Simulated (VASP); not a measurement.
**VASP 6.6.1 run: MgS**

INCAR

```
GGA = PE
NBANDS = 5
LWAVE = .FALSE.
LASPH = .TRUE.
LCHARG = .FALSE.
IBRION = -1
ISMEAR = -5
NSW = 0
NELM = 120
ENCUT = 200
PREC = Accurate
EDIFF = 1E-7
LREAL = .FALSE.
ISIF = 2
SIGMA = 0.2
```

KPOINTS

```
KPOINTS created by Atomic Simulation Environment
0
Gamma
8 8 8
0 0 0
```

POSCAR

```
Mg S
 1.0000000000000000
     0.0000000000000000    2.5044813179999998    2.6015179370000001
     2.5044813179999998    0.0000000000000000    2.6015179370000001
     2.5044813179999998    2.5044813179999998    0.0000000000000000
 Mg  S
   1   1
Cartesian
  0.0000000000000000  0.0000000000000000  0.0000000000000000
  2.5044813179999998  2.5044813179999998  2.6015179369999997
```

The recommended PBE PAW datasets give the neutral cell 8 valence electrons.

Command

```
mpirun -np 1 vasp_std
```

Q: How does this run end, and what does it give?

A: It converged. Results: gap between bands v and c on the k mesh 2.78 eV; least direct gap on the k mesh 4.19 eV; pressure 3.9 GPa. Band v is the last that the valence electrons fill when counted band by band, and c is the next.

OSZICAR

```
N       E                     dE             d eps       ncg     rms          rms(c)
DAV:   1     0.189528272308E+02    0.18953E+02   -0.22039E+03   625   0.585E+02
DAV:   2    -0.788324095874E+01   -0.26836E+02   -0.26008E+02   815   0.131E+02
DAV:   3    -0.874230263788E+01   -0.85906E+00   -0.85906E+00   670   0.321E+01
DAV:   4    -0.874783034579E+01   -0.55277E-02   -0.55277E-02  1000   0.255E+00
DAV:   5    -0.874784161978E+01   -0.11274E-04   -0.11274E-04   815   0.622E-02    0.770E+00
DAV:   6    -0.842475346098E+01    0.32309E+00   -0.75649E-01   600   0.699E+00    0.594E+00
DAV:   7    -0.838229612582E+01    0.42457E-01   -0.26675E-01   755   0.422E+00    0.278E+00
DAV:   8    -0.838151052842E+01    0.78560E-03   -0.12109E-02   750   0.121E+00    0.326E-01
DAV:   9    -0.838151735860E+01   -0.68302E-05   -0.17545E-04   860   0.143E-01    0.117E-01
DAV:  10    -0.838156990427E+01   -0.52546E-04   -0.80800E-05   770   0.131E-01    0.544E-03
DAV:  11    -0.838157069485E+01   -0.79058E-06   -0.15181E-06   955   0.160E-02    0.110E-03
DAV:  12    -0.838157066360E+01    0.31254E-07   -0.89047E-08   560   0.359E-03
   1 F= -.83815707E+01 E0= -.83815707E+01  d E =0.000000E+00
```

These settings aren't sound, so the numbers aren't properties of the crystal.

On sound settings PBE gives a gap of 2.78 eV on its mesh and a pressure of 8.1 GPa for the intended cell.
